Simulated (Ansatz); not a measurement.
Au: do energies and stresses tell the same story?

Computed with DFT r2SCAN, scalar-relativistic, plane waves, PAW in Ansatz.

Plane waves to 500 eV, a k mesh through Γ of 18×18×18 on the computed 1-atom cell and Gaussian smearing (0.10 eV); no spin polarisation.

Relaxed cell: Im-3m, a = 3.275 Å, b = 3.275 Å, c = 3.275 Å, α = 90.00°, β = 90.00°, γ = 90.00°, 1 atom in the primitive cell. This bcc form isn't the element's structure at ambient conditions.

Energies at zero smearing and pressures from the stress tensor, at volumes with shape and atoms relaxed:
```tsv
V (Å³/atom)	E − E(first) (meV/atom)	P (GPa)
15.461	0.00	28.52
15.988	-77.79	19.09
16.515	-127.44	11.37
17.042	-154.06	5.07
17.569	-161.87	-0.03
18.096	-154.54	-4.12
18.623	-135.07	-7.37
19.326	-94.91	-10.64
```

Q: Check P = −dE/dV between neighbouring volumes, and get the bulk modulus from the pressures alone.

A: With 1 eV/Å³ = 160.2 GPa:
| middle V (Å³/atom) | −ΔE/ΔV (GPa) | mean P (GPa) |
| --- | --- | --- |
| 15.724 | 23.648 | 23.804 |
| 16.252 | 15.091 | 15.230 |
| 16.779 | 8.091 | 8.220 |
| 17.306 | 2.373 | 2.521 |
| 17.833 | -2.226 | -2.072 |
| 18.360 | -5.919 | -5.745 |
| 18.975 | -9.157 | -9.006 |

The two differ by 0.17 GPa at most. The mean of two end pressures misses the average over a step by about ΔV² P″/12, up to 0.15 GPa here; with that taken off 0.11 GPa remains. The stress is the derivative of the free energy, not of the energy at zero smearing, and with free energies 0.00 GPa remains. Around V = 17.569 Å³/atom, the two neighbours give B = −V ΔP/ΔV = 17.569 × 9.19 / 1.054 = 153.1 GPa, against B0 = 152.3 GPa from the Birch–Murnaghan fit of the energies.

Spin–orbit coupling is left out, which can shift energies with elements as heavy as these.